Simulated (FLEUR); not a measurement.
Crystal: NaCl.

```
Cl Na
1.0
     0.00000    2.79406    2.79406
     2.79406    0.00000    2.79406
     2.79406    2.79406    0.00000
Cl Na
1 1
Direct
  0.50000 0.50000 0.50000
  0.00000 0.00000 0.00000
```

The cell is a database's computed one.

Base run:

```yaml
Program: FLEUR MaX-R8.1 (later development tree)
Functional: LDA
Potentials_or_basis: all-electron
Basis: FLAPW
Kmax: 4.1 1/bohr
k_mesh: 8 × 8 × 8
Occupations: fermi-dirac, width 0.05 eV
Spin: no spin polarisation
```

Its results: band gap on the k mesh 4.80 eV, direct.

Question: The run is repeated on the same cell with these changes: functional from LDA to PBEsol. What comes out?

Answer: Band gap on the k mesh 5.04 eV, direct.
